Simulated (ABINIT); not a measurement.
# MgO (Fm-3m): G0W0 in ABINIT against the screening cutoff in the self-energy, part 2 of 2

How does the gap of MgO (Fm-3m) converge in the screening cutoff in the self-energy?

ABINIT 10.8.3; PBE and many-body steps on it, plane waves. Known limits of the many-body steps: not at the basis limit.

So far. Step 2 (Screening, 6×6×6 mesh, 343 bands, screening to 435.4 eV): Local fields lower ε∞ by 7 %. Step 5 (5.6 Ha): The gap on the mesh goes from 4.89 eV to 7.12 eV, a correction of +2.23 eV.

### Step 6. 8 Ha

Level of this step: G0W0 on PBE, plane waves, norm-conserving pseudopotentials (ABINIT).

Input file run.abi:

```
acell 3*1.0 Angstrom
rprim 
  -0.000000000000 2.097001392700 2.097001392700
  2.097001392700 0.000000000000 2.097001392700
  2.097001392700 2.097001392700 0.000000000000
ntypat 2
znucl 12 8
natom 2
typat 1 2
xred 
  0.000000000000 0.000000000000 0.000000000000
  0.500000000000 0.500000000000 0.500000000000
pp_dirpath "pseudos"
pseudos "Mg.upf, O.upf"
ecut 38
ngkpt 6 6 6
nshiftk 1
shiftk 0 0 0
kptopt 1
chksymbreak 0
istwfk *1
occopt 1
irdwfk 1
optdriver 4
nband 343
gwcalctyp 0
ecutsigx 38
symsigma 1
nkptgw 1
kptgw 
  0.0000000000 0.0000000000 0.0000000000
bdgw 
  6 12
ecuteps 8
irdscr 1
ppmodel 1
indata_prefix "in"
outdata_prefix "out"
tmpdata_prefix "tmp"
```

Started as:

```console
$ OMP_NUM_THREADS=1 mpirun -n 8 abinit run.abi > log
```

What it wrote:

```text
.Version 10.8.3 of ABINIT. v10.8.2 released Aug 2026.

 Symmetries : space group Fm -3 m (#225); Bravais cF (face-center cubic)
[... echo of the input left out ...]
== DATASET  1 ==================================================================
-   mpi_nproc: 8, omp_nthreads: 1 (-1 if OMP is not activated)

--- !DatasetInfo
iteration_state: {dtset: 1, }
dimensions: {natom: 2, nkpt: 16, mband: 343, nsppol: 1, nspinor: 1, nspden: 1, mpw: 1411, }
cutoff_energies: {ecut:  38.0, pawecutdg:  -1.0, }
[...]
10  20.877  -9.643  -3.728  -4.723   0.865  -0.155  -8.612   1.031  21.908
       11  20.877  -9.643  -3.728  -4.723   0.865  -0.155  -8.612   1.031  21.908
       12  20.877  -9.643  -3.728  -4.723   0.865  -0.155  -8.612   1.031  21.908

== END DATASET(S) ==============================================================
================================================================================

 -outvars: echo values of variables after computation  --------
           etotal      0.0000000000E+00
            nband         343
             nkpt          16
          spgroup         225
 [... the other variables as echoed above ...]

 Calculation completed.
```

Run time: 5.3 s. Hardware: 8 MPI ranks of Intel Xeon 6975P-C (Granite Rapids), shared host; peak memory 1.4 GiB.

This step gave:

```yaml
g0w0_gap_on_the_points_computed: 7.273 eV
starting_gap_on_the_mesh: 4.895 eV
k_of_the_valence_top: 0, 0, 0
k_of_the_conduction_bottom: 0, 0, 0
least_direct_g0w0_gap_on_the_computed_points: 7.273 eV
```

Against the run before, the gap moves by +0.152 eV.

### Step 7. 12 Ha

run.abi, as its differences from that of step 6:

```diff
@@ -33,3 +33,3 @@
   6 12
-ecuteps 8
+ecuteps 12
 irdscr 1
```

What it wrote:

```text
.Version 10.8.3 of ABINIT. v10.8.2 released Aug 2026.

 Symmetries : space group Fm -3 m (#225); Bravais cF (face-center cubic)
[... echo of the input left out ...]
== DATASET  1 ==================================================================
-   mpi_nproc: 8, omp_nthreads: 1 (-1 if OMP is not activated)

--- !DatasetInfo
iteration_state: {dtset: 1, }
dimensions: {natom: 2, nkpt: 16, mband: 343, nsppol: 1, nspinor: 1, nspden: 1, mpw: 1411, }
cutoff_energies: {ecut:  38.0, pawecutdg:  -1.0, }
[...]
10  20.877  -9.643  -3.728  -4.724   0.865  -0.156  -8.613   1.030  21.907
       11  20.877  -9.643  -3.728  -4.724   0.865  -0.156  -8.613   1.030  21.907
       12  20.877  -9.643  -3.728  -4.724   0.865  -0.156  -8.613   1.030  21.907

== END DATASET(S) ==============================================================
================================================================================

 -outvars: echo values of variables after computation  --------
           etotal      0.0000000000E+00
            nband         343
             nkpt          16
          spgroup         225
 [... the other variables as echoed above ...]

 Calculation completed.
```

Run time: 12 s. Hardware: 8 MPI ranks; peak memory 2.2 GiB.

This step gave:

| Property | Result |
| --- | --- |
| G0W0 gap on the points computed | 7.325 eV |
| starting gap on the mesh | 4.895 eV |
| k of the valence top | 0, 0, 0 |
| k of the conduction bottom | 0, 0, 0 |
| least direct G0W0 gap on the computed points | 7.325 eV |

Against the run before, the gap moves by +0.052 eV.

### Step 8. 16 Ha

run.abi, as its differences from that of step 7:

```diff
@@ -33,3 +33,3 @@
   6 12
-ecuteps 12
+ecuteps 16
 irdscr 1
```

What it wrote:

```text
.Version 10.8.3 of ABINIT. v10.8.2 released Aug 2026.

 Symmetries : space group Fm -3 m (#225); Bravais cF (face-center cubic)
[... echo of the input left out ...]
== DATASET  1 ==================================================================
-   mpi_nproc: 8, omp_nthreads: 1 (-1 if OMP is not activated)

--- !DatasetInfo
iteration_state: {dtset: 1, }
dimensions: {natom: 2, nkpt: 16, mband: 343, nsppol: 1, nspinor: 1, nspden: 1, mpw: 1411, }
cutoff_energies: {ecut:  38.0, pawecutdg:  -1.0, }
[...]
10  20.877  -9.643  -3.728  -4.723   0.865  -0.156  -8.612   1.031  21.908
       11  20.877  -9.643  -3.728  -4.723   0.865  -0.156  -8.612   1.031  21.908
       12  20.877  -9.643  -3.728  -4.723   0.865  -0.156  -8.612   1.031  21.908

== END DATASET(S) ==============================================================
================================================================================

 -outvars: echo values of variables after computation  --------
           etotal      0.0000000000E+00
            nband         343
             nkpt          16
          spgroup         225
 [... the other variables as echoed above ...]

 Calculation completed.
```

Run time: 19 s. Hardware: 8 MPI ranks; peak memory 3 GiB; 2.6 min of CPU time.

Numbers from this step:

* G0W0 gap on the points computed: 7.334 eV
* starting gap on the mesh: 4.895 eV
* k of the valence top: 0, 0, 0
* k of the conduction bottom: 0, 0, 0
* least direct G0W0 gap on the computed points: 7.334 eV

Against the run before, the gap moves by +0.009 eV.

### Step 9. The runs together

Times are wall times on 8 MPI ranks of Intel Xeon 6975P-C (Granite Rapids), shared host, good to a factor of about two. A run's time includes the screening step that it read.

```
   run   mesh  bands  screening cutoff (eV)  DFT gap (eV)  gap on the mesh (eV)  direct (eV)  ε∞ used     time
1.6 Ha  6×6×6    343                   43.5         4.895                 7.037        7.037     3.02  2.3 min
3.2 Ha  6×6×6    343                   87.1         4.895                 6.956        6.956     3.02  2.3 min
5.6 Ha  6×6×6    343                  152.4         4.895                 7.121        7.121     3.02  2.4 min
  8 Ha  6×6×6    343                  217.7         4.895                 7.273        7.273     3.02  2.4 min
 12 Ha  6×6×6    343                  326.5         4.895                 7.325        7.325     3.02  2.5 min
 16 Ha  6×6×6    343                  435.4         4.895                 7.334        7.334     3.02  2.6 min
```

### Step 10. Results

| Item | Value |
| --- | --- |
| 1.6 Ha | 7.037 eV |
| 3.2 Ha | 6.956 eV |
| 5.6 Ha | 7.121 eV |
| 8 Ha | 7.273 eV |
| 12 Ha | 7.325 eV |
| 16 Ha | 7.334 eV |
| known limits | not at the basis limit |

In words: The setting moved: screening cutoff in the self-energy. From 1.6 Ha to 16 Ha the gap moves by +0.30 eV, not steadily: it passes through 6.96 eV. It holds to 0.03 eV from 12 Ha on. Bands and screening cutoff are coupled, so a series along one setting does not show full convergence. Bands and cutoff are finite, so the gap is not at the basis limit. The miss can reach some tenths of an eV and take either sign; the mesh is an error of its own. In the G0W0 runs levels were corrected at 1 k point alone, so a gap called «on the mesh» is the least over those, and an edge elsewhere would be missed.

[Paths, hosts, dates, memory and timing lines, banners, echoed tables and standing remarks are left out of the program output.]

[Logs are printed without paths, hosts, clocks, repeated set-up lines and the standing remarks that a program may print on its own settings, such as how far it seeks lower states.]

[Runs of the session that timed out or met a known fault of the program may be left out.]

[Hosts, paths, dates, database ids (printed as entryN), source tags and the programs' standing remarks are cut or masked in the printed files.]

[G0W0 gaps are taken among the corrected bands and points alone; a level outside them can change the order at an edge.]

[Where Ansatz stands beside ABINIT at settings called matched, ABINIT's density can come from a denser mesh and the files from another edition; pairs whose starting gaps differed by over 0.03 eV were left out, so agreement reads better than it is.]
